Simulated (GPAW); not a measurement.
# Al (Fm-3m) in GPAW: convergence with k mesh

Aim: find how far k mesh must go before the results for Al settle, at PBE+D3M(BJ). This setting moves, with any that are tied to it; all else stays.

All numbers are computed with GPAW 26.7.0; they aren't measurements. Logs are shortened: lines on timing, memory, paths and dates and some standing lists are left out, and cuts for length are marked. The log counts tension as positive stress, the text compression.

### 1 The structure

Symmetry: Fm-3m, No. 225, cubic system. Conventional cell: a = 4.050 Å, b = 4.050 Å, c = 4.050 Å, α = 90.00°, β = 90.00°, γ = 90.00°. Al (site symmetry m-3m) is surrounded by 12 Al at 2.86 Å.

### 2 With k mesh 3 × 3 × 3

File run.py:

```python
import json
import numpy as np
import spglib
from ase.calculators.mixing import SumCalculator
from ase.constraints import FixSymmetry
from ase.filters import FrechetCellFilter
from ase.io import read, write
from ase.optimize import BFGS
from ase.stress import full_3x3_to_voigt_6_stress, voigt_6_to_full_3x3_strain, voigt_6_to_full_3x3_stress
from ase.units import GPa
from dftd3.ase import DFTD3
from gpaw import GPAW, PW

atoms = read('Al.cif')

calc = GPAW(mode=PW(450),
            xc='PBE',
            kpts={'size': (3, 3, 3), 'gamma': True},
            occupations={'name': 'fermi-dirac', 'width': 0.05},
            nbands=7,
            convergence={'density': 1e-06, 'eigenstates': 1e-09},
            maxiter=150,
            symmetry={'tolerance': 0.001},
            txt='gpaw.txt')
atoms.calc = SumCalculator([calc, DFTD3(method='pbe', damping='d3bjm')])
atoms.set_constraint(FixSymmetry(atoms))
BFGS(FrechetCellFilter(atoms), trajectory='relax.traj', logfile='-').run(fmax=0.005, steps=40)
atoms.set_constraint()
energy = atoms.get_potential_energy()
forces = atoms.get_forces()
stress = atoms.get_stress()
calc.write('gs.gpw')
write('result.traj', atoms)
print('Cell:', atoms.cell.cellpar().round(4))
print(atoms.get_scaled_positions().round(5))

gpts = tuple(int(n) for n in calc.get_number_of_grid_points())
cell = atoms.cell[:].T
dataset = spglib.get_symmetry((atoms.cell[:], atoms.get_scaled_positions(), atoms.numbers), symprec=1e-4)
rotations = [cell @ w @ np.linalg.inv(cell) for w in dataset['rotations']]
strains, clamped, relaxed = [], [], []
for v in [0]:
    for e in (-0.005, 0.005):
        voigt = np.zeros(6)
        voigt[v] = e
        F = voigt_6_to_full_3x3_strain(voigt)
        a = atoms.copy()
        a.set_cell(atoms.cell[:] @ F, scale_atoms=True)
        c = GPAW(mode=PW(450),
                 xc='PBE',
                 kpts={'size': (3, 3, 3), 'gamma': True},
                 occupations={'name': 'fermi-dirac', 'width': 0.05},
                 nbands=7,
                 convergence={'density': 1e-06, 'eigenstates': 1e-09},
                 maxiter=150,
                 symmetry={'tolerance': 0.001},
                 gpts=gpts,
                 txt=f'strain-{v}{e:+.3f}.txt')
        a.calc = SumCalculator([c, DFTD3(method='pbe', damping='d3bjm')])
        s0 = s1 = a.get_stress() - stress
        print(v, e, 'clamped', (s0 / GPa).round(3), 'relaxed', (s1 / GPa).round(3), flush=True)
        for R in rotations:  # images under the point group
            eps = R @ (F - np.eye(3)) @ R.T
            strains.append(full_3x3_to_voigt_6_stress(eps) * [1, 1, 1, 2, 2, 2])
            for s, rows in ((s0, clamped), (s1, relaxed)):
                rows.append(full_3x3_to_voigt_6_stress(R @ voigt_6_to_full_3x3_stress(s) @ R.T))

C0, C = (np.linalg.lstsq(np.array(strains), np.array(s), rcond=None)[0].T / GPa for s in (clamped, relaxed))
print('Clamped-ion Cij (GPa):')
print(C0.round(1))
print('Relaxed-ion Cij (GPa):')
print(C.round(1))
json.dump({'clamped': C0.tolist(), 'relaxed': C.tolist()}, open('elastic.json', 'w'))
```

File Al.cif:

```cif
data_Al
_cell_length_a 2.86350669
_cell_length_b 2.86350669
_cell_length_c 2.86350669
_cell_angle_alpha 60.00000000
_cell_angle_beta 60.00000000
_cell_angle_gamma 60.00000000
_space_group_name_H-M_alt 'P1'
_space_group_name_Hall 'P 1'
_space_group_IT_number 1
loop_
_space_group_symop_operation_xyz
'x,y,z'
loop_
_atom_site_label
_atom_site_type_symbol
_atom_site_symmetry_multiplicity
_atom_site_Wyckoff_symbol
_atom_site_fract_x
_atom_site_fract_y
_atom_site_fract_z
_atom_site_occupancy
Al1 Al 1 a 0.0000000000 0.0000000000 0.0000000000 1
```

Potentials or basis: GPAW PAW data sets (gpaw-data 1.2.1), pw.

On the command line:

```sh
$ OMP_NUM_THREADS=1 python run.py
```

Wall time 6.8 s (1 thread of Arm Neoverse V1, shared host); peak memory 0.14 GiB.

What came out:

| Item | Value |
| --- | --- |
| Free energy | -4.1800 eV |
| Relaxed volume | 14.56 Å³/atom |
| Relaxed cell | a = 2.741 Å, b = 2.741 Å, c = 2.741 Å, α = 60.00°, β = 60.00°, γ = 60.00° |
| Space group after relaxing (to 0.05 Å) | Fm-3m (No. 225) |
| Pressure after relaxing | 0.0 GPa |
| Band gap on the k mesh | none (metal or under the smearing width) |
| Voigt bulk modulus | 113 GPa |
| Dispersion energy per atom | -1.071 eV |

### 3 With k mesh 4 × 4 × 4

Changes to run.py since step 2:

```diff
@@ -17,3 +17,3 @@
             xc='PBE',
-            kpts={'size': (3, 3, 3), 'gamma': True},
+            kpts={'size': (4, 4, 4), 'gamma': True},
             occupations={'name': 'fermi-dirac', 'width': 0.05},
@@ -50,3 +50,3 @@
                  xc='PBE',
-                 kpts={'size': (3, 3, 3), 'gamma': True},
+                 kpts={'size': (4, 4, 4), 'gamma': True},
                  occupations={'name': 'fermi-dirac', 'width': 0.05},
```

Al.cif is that of step 2.

Potentials or basis: GPAW PAW data sets (gpaw-data 1.2.1), pw.

On the command line:

```sh
$ OMP_NUM_THREADS=1 python run.py
```

Wall time 8.5 s (1 thread of Arm Neoverse V1, shared host); peak memory 0.14 GiB.

What came out:

```
Free energy                            : -4.4419 eV
Relaxed volume                         : 14.96 Å³/atom
Relaxed cell                           : a = 2.766 Å, b = 2.766 Å, c = 2.766 Å, α = 60.00°, β = 60.00°, γ = 60.00°
Space group after relaxing (to 0.05 Å) : Fm-3m (No. 225)
Pressure after relaxing                : 0.0 GPa
Band gap on the k mesh                 : none (metal or under the smearing width)
Voigt bulk modulus                     : 110 GPa
Dispersion energy per atom             : -1.042 eV
```

### 4 With k mesh 5 × 5 × 5

Changes to run.py since step 3:

```diff
@@ -17,3 +17,3 @@
             xc='PBE',
-            kpts={'size': (4, 4, 4), 'gamma': True},
+            kpts={'size': (5, 5, 5), 'gamma': True},
             occupations={'name': 'fermi-dirac', 'width': 0.05},
@@ -50,3 +50,3 @@
                  xc='PBE',
-                 kpts={'size': (4, 4, 4), 'gamma': True},
+                 kpts={'size': (5, 5, 5), 'gamma': True},
                  occupations={'name': 'fermi-dirac', 'width': 0.05},
```

Al.cif is that of step 3.

On the command line:

```sh
$ OMP_NUM_THREADS=1 python run.py
```

Wall time 8.7 s (1 thread of Arm Neoverse V1, shared host); peak memory 0.13 GiB.

It converged, with:

* Free energy: -4.6595 eV
* Relaxed volume: 15.07 Å³/atom
* Relaxed cell: a = 2.772 Å, b = 2.772 Å, c = 2.772 Å, α = 60.00°, β = 60.00°, γ = 60.00°
* Space group after relaxing (to 0.05 Å): Fm-3m (No. 225)
* Pressure after relaxing: 0.0 GPa
* Band gap on the k mesh: none (metal or under the smearing width)
* Voigt bulk modulus: 92 GPa
* Dispersion energy per atom: -1.034 eV

### 5 With k mesh 7 × 7 × 7

Changes to run.py since step 4:

```diff
@@ -17,3 +17,3 @@
             xc='PBE',
-            kpts={'size': (5, 5, 5), 'gamma': True},
+            kpts={'size': (7, 7, 7), 'gamma': True},
             occupations={'name': 'fermi-dirac', 'width': 0.05},
@@ -50,3 +50,3 @@
                  xc='PBE',
-                 kpts={'size': (5, 5, 5), 'gamma': True},
+                 kpts={'size': (7, 7, 7), 'gamma': True},
                  occupations={'name': 'fermi-dirac', 'width': 0.05},
```

Al.cif is that of step 4.

On the command line:

```sh
$ OMP_NUM_THREADS=1 python run.py
```

Run time: 16 s. Hardware: 1 thread of Arm Neoverse V1, shared host; peak memory 0.14 GiB.

The run converged. Its results:

| Property | Result |
| --- | --- |
| Free energy | -4.7901 eV |
| Relaxed volume | 14.68 Å³/atom |
| Relaxed cell | a = 2.748 Å, b = 2.748 Å, c = 2.748 Å, α = 60.00°, β = 60.00°, γ = 60.00° |
| Space group after relaxing (to 0.05 Å) | Fm-3m (No. 225) |
| Pressure after relaxing | 0.0 GPa |
| Band gap on the k mesh | none (metal or under the smearing width) |
| Voigt bulk modulus | 114 GPa |
| Bulk modulus (Hill) | 114 GPa |
| Shear modulus (Hill) | 112 GPa |
| Young's modulus | 254 GPa |
| Poisson's ratio (from the elastic constants) | 0.13 |
| Dispersion energy per atom | -1.062 eV |

### 6 With k mesh 9 × 9 × 9

Changes to run.py since step 5:

```diff
@@ -17,3 +17,3 @@
             xc='PBE',
-            kpts={'size': (7, 7, 7), 'gamma': True},
+            kpts={'size': (9, 9, 9), 'gamma': True},
             occupations={'name': 'fermi-dirac', 'width': 0.05},
@@ -50,3 +50,3 @@
                  xc='PBE',
-                 kpts={'size': (7, 7, 7), 'gamma': True},
+                 kpts={'size': (9, 9, 9), 'gamma': True},
                  occupations={'name': 'fermi-dirac', 'width': 0.05},
```

Al.cif is that of step 5.

Potentials or basis: GPAW PAW data sets (gpaw-data 1.2.1), pw.

On the command line:

```sh
$ OMP_NUM_THREADS=1 python run.py
```

Run time: 25 s. Hardware: 1 thread of Arm Neoverse V1, shared host; peak memory 0.16 GiB.

Results (log left out):

```yaml
Free_energy: -4.7063 eV
Relaxed_volume: 14.73 Å³/atom
Relaxed_cell: a = 2.751 Å, b = 2.751 Å, c = 2.751 Å, α = 60.00°, β = 60.00°, γ = 60.00°
Space_group_after_relaxing_to_0.05_Å: Fm-3m (No. 225)
Pressure_after_relaxing: 0.0 GPa
Band_gap_on_the_k_mesh: none (metal or under the smearing width)
Voigt_bulk_modulus: 103 GPa
Dispersion_energy_per_atom: -1.059 eV
```

### 7 With k mesh 10 × 10 × 10

Changes to run.py since step 6:

```diff
@@ -17,3 +17,3 @@
             xc='PBE',
-            kpts={'size': (9, 9, 9), 'gamma': True},
+            kpts={'size': (10, 10, 10), 'gamma': True},
             occupations={'name': 'fermi-dirac', 'width': 0.05},
@@ -50,3 +50,3 @@
                  xc='PBE',
-                 kpts={'size': (9, 9, 9), 'gamma': True},
+                 kpts={'size': (10, 10, 10), 'gamma': True},
                  occupations={'name': 'fermi-dirac', 'width': 0.05},
```

Al.cif is that of step 6.

On the command line:

```sh
$ OMP_NUM_THREADS=1 python run.py
```

Run time: 33 s. Hardware: 1 thread of Arm Neoverse V1, shared host; peak memory 0.15 GiB.

The run converged. Its results:

| Property | Result |
| --- | --- |
| Free energy | -4.7252 eV |
| Relaxed volume | 14.64 Å³/atom |
| Relaxed cell | a = 2.746 Å, b = 2.746 Å, c = 2.746 Å, α = 60.00°, β = 60.00°, γ = 60.00° |
| Space group after relaxing (to 0.05 Å) | Fm-3m (No. 225) |
| Pressure after relaxing | 0.0 GPa |
| Band gap on the k mesh | none (metal or under the smearing width) |
| Voigt bulk modulus | 111 GPa |
| Bulk modulus (Hill) | 111 GPa |
| Shear modulus (Hill) | 61 GPa |
| Young's modulus | 154 GPa |
| Poisson's ratio (from the elastic constants) | 0.27 |
| Dispersion energy per atom | -1.065 eV |

### 8 With k mesh 12 × 12 × 12

Changes to run.py since step 7:

```diff
@@ -17,3 +17,3 @@
             xc='PBE',
-            kpts={'size': (10, 10, 10), 'gamma': True},
+            kpts={'size': (12, 12, 12), 'gamma': True},
             occupations={'name': 'fermi-dirac', 'width': 0.05},
@@ -50,3 +50,3 @@
                  xc='PBE',
-                 kpts={'size': (10, 10, 10), 'gamma': True},
+                 kpts={'size': (12, 12, 12), 'gamma': True},
                  occupations={'name': 'fermi-dirac', 'width': 0.05},
```

Al.cif is that of step 7.

Potentials or basis: GPAW PAW data sets (gpaw-data 1.2.1), pw.

On the command line:

```sh
$ OMP_NUM_THREADS=1 python run.py
```

gpaw.txt:

```text
__  _  _
 | _ |_)|_||  |
 |__||  | ||/\| - 26.7.0

Input parameters:
  mode=PW(ecut=450.00000000000006),
  convergence={'density': 1e-06, 'eigenstates': 1e-09},
  kpts=MonkhorstPack(size=(12, 12, 12), gamma=True),
  maxiter=150,
  nbands=7,
  occupations=Occupations(name='fermi-dirac', width=0.05),
  symmetry=Symmetry(tolerance=0.001),
  xc=XC(name='PBE')

Diagonalizing LCAO Hamiltonian
Converting LCAO to pw mode

       Al

Atoms  # Å, Bohr magnetons
|   | symbol |        x |        y |        z |    initial magnetic moments |
|---|--------|----------|----------|----------|-----------------------------|
| 0 |     Al | 0.000000 | 0.000000 | 0.000000 | ( 0.0000,  0.0000,  0.0000) |

Unit cell  # Å
| periodic |        x |         y |        z |  lengths |    angles |
|----------|----------|-----------|----------|----------|-----------|
|      yes | 2.863507 | -0.000000 | 0.000000 | 2.863507 | 60.000000 |
|      yes | 1.431753 |  2.479870 | 0.000000 | 2.863507 | 60.000000 |
|      yes | 1.431753 |  0.826623 | 2.338043 | 2.863507 | 60.000000 |
[... 190 lines left out ...]
Fermi level: 6.976
Eigenvalues  # (at kpt = [-0.000, -0.000, -0.000])
| band index |      eig [eV] | occ [0-2] |
|------------|---------------|-----------|
|          0 |        -3.994 |     2.000 |
|          1 |        19.693 |     0.000 |
|          2 |        19.693 |     0.000 |
|          3 |        19.693 |     0.000 |
|          4 |        21.142 |     0.000 |
|          5 |        21.142 |     0.000 |
|          6 |        21.142 |     0.000 |

No gap
No difference between direct/indirect transitions

Stress tensor  # eV/Ang^3
|         x |         y |        z |
|-----------|-----------|----------|
|  0.001302 |  0.000000 | 0.000000 |
|  0.000000 |  0.001302 | 0.000000 |
| -0.000000 | -0.000000 | 0.001302 |

Forces  # eV/Ang
|        x |        y |       z |
|----------|----------|---------|
| -0.00000 | -0.00000 | 0.00000 |  # Al   0

Interpolating wave functions to new cell

       Al

Atoms  # Å, Bohr magnetons
|   | symbol |        x |        y |        z |    initial magnetic moments |
|---|--------|----------|----------|----------|-----------------------------|
| 0 |     Al | 0.000000 | 0.000000 | 0.000000 | ( 0.0000,  0.0000,  0.0000) |
[... 212 lines left out ...]
Stress tensor  # eV/Ang^3
|         x |         y |         z |
|-----------|-----------|-----------|
| -0.022537 | -0.000000 |  0.000000 |
| -0.000000 | -0.022537 |  0.000000 |
|  0.000000 | -0.000000 | -0.022537 |

Forces  # eV/Ang
|        x |       y |        z |
|----------|---------|----------|
| -0.00000 | 0.00000 | -0.00000 |  # Al   0

Interpolating wave functions to new cell

       Al

Atoms  # Å, Bohr magnetons
|   | symbol |        x |        y |        z |    initial magnetic moments |
|---|--------|----------|----------|----------|-----------------------------|
| 0 |     Al | 0.000000 | 0.000000 | 0.000000 | ( 0.0000,  0.0000,  0.0000) |
[... 212 lines left out ...]
Stress tensor  # eV/Ang^3
|         x |         y |         z |
|-----------|-----------|-----------|
| -0.080222 | -0.000000 |  0.000000 |
| -0.000000 | -0.080222 |  0.000000 |
| -0.000000 |  0.000000 | -0.080222 |

Forces  # eV/Ang
|       x |       y |        z |
|---------|---------|----------|
| 0.00000 | 0.00000 | -0.00000 |  # Al   0

Interpolating wave functions to new cell

       Al

Atoms  # Å, Bohr magnetons
|   | symbol |        x |        y |        z |    initial magnetic moments |
|---|--------|----------|----------|----------|-----------------------------|
| 0 |     Al | 0.000000 | 0.000000 | 0.000000 | ( 0.0000,  0.0000,  0.0000) |
[... 211 lines left out ...]
Stress tensor  # eV/Ang^3
|         x |         y |         z |
|-----------|-----------|-----------|
| -0.072924 | -0.000000 | -0.000000 |
|  0.000000 | -0.072924 |  0.000000 |
|  0.000000 |  0.000000 | -0.072924 |

Forces  # eV/Ang
|        x |       y |       z |
|----------|---------|---------|
| -0.00000 | 0.00000 | 0.00000 |  # Al   0

Interpolating wave functions to new cell

       Al

Atoms  # Å, Bohr magnetons
|   | symbol |        x |        y |        z |    initial magnetic moments |
|---|--------|----------|----------|----------|-----------------------------|
| 0 |     Al | 0.000000 | 0.000000 | 0.000000 | ( 0.0000,  0.0000,  0.0000) |
[... 161 lines left out ...]
convergence criteria:
- Maximum integral of absolute [dens]ity change: 1e-06 electrons / valence electron
- Maximum integral of absolute [eigenst]ate change: 1e-09 eV^2 / valence electron
- Maximum [total energy] change in last 3 cyles: 0.0005 eV / valence electron
maximum number of iterations: 150

SCF iterations
|iter     | |      energy | eigst |  dens |
|---------|-|-------------|-------|-------|
|iter:   1| |   -3.683279 | -5.61 |       |
|iter:   2| |   -3.683279 | -9.52c| -3.61 |
|iter:   3| |   -3.683279c| -7.99 | -3.64 |
|iter:   4| |   -3.683279c| -8.69 | -4.17 |
|iter:   5| |   -3.683279c| -9.72c| -5.18 |
|iter:   6| |   -3.683279c|-10.15c| -5.64 |
|iter:   7| |   -3.683279c|-11.27c| -6.87c|

Converged in 7 steps
Energy contributions relative to reference atoms: (reference = -6603.423265)

Energy contributions:
  Kinetic:           8.120179
  Coulomb:          -5.109393
  Zero:             -0.009989
  External:          0.000000
  Xc:               -6.681973
  Entropy:          -0.004206
  Spinorbit:         0.000000
  ----------------------------
  Free energy:      -3.685382
  Extrapolated:     -3.683279
[... 18 lines left out ...]
Stress tensor  # eV/Ang^3
|         x |         y |         z |
|-----------|-----------|-----------|
| -0.073450 |  0.000000 |  0.000000 |
| -0.000000 | -0.073450 |  0.000000 |
|  0.000000 |  0.000000 | -0.073450 |

Forces  # eV/Ang
|        x |        y |        z |
|----------|----------|----------|
| -0.00000 | -0.00000 | -0.00000 |  # Al   0

# Writing to gs.gpw (mode='')
```

It took 48 s on 1 thread of Arm Neoverse V1, shared host; peak memory 0.17 GiB.

What came out:

* Free energy: -4.7438 eV
* Relaxed volume: 14.73 Å³/atom
* Relaxed cell: a = 2.752 Å, b = 2.752 Å, c = 2.752 Å, α = 60.00°, β = 60.00°, γ = 60.00°
* Space group after relaxing (to 0.05 Å): Fm-3m (No. 225)
* Pressure after relaxing: 0.0 GPa
* Band gap on the k mesh: none (metal or under the smearing width)
* Voigt bulk modulus: 105 GPa
* Dispersion energy per atom: -1.058 eV

### 9 The series at a glance

```
      k mesh  energy less the tightest run, at zero smearing (meV/atom)  SCF cycles  CPU time (s)  peak memory (GiB)
   3 × 3 × 3                                                     571.09           9           6.8               0.14
   4 × 4 × 4                                                     309.86           9           8.5               0.14
   5 × 5 × 5                                                      89.82           9           8.7               0.13
   7 × 7 × 7                                                     -47.19           9            16               0.14
   9 × 9 × 9                                                      39.00           9            25               0.16
10 × 10 × 10                                                      18.24           9            33               0.15
12 × 12 × 12                                                       0.00           9            48               0.17
```

Not settled before the last step: the energy (to 1 meV/atom). Meshes of other sizes hit other points, so gaps and Fermi surfaces needn't settle smoothly. The tightest run that finished is the yardstick and may itself not be fully converged.

Caveats: the cutoff is short for stress and forces, so pressures can be off by a GPa or more; the density grid can change from cell to cell, which puts small steps into energies and stress; the elastic tensor has a negative eigenvalue, so either the cell is unstable as it stands or the mesh is too thin; pairwise dispersion overbinds metals, which lowers pressure and volume.
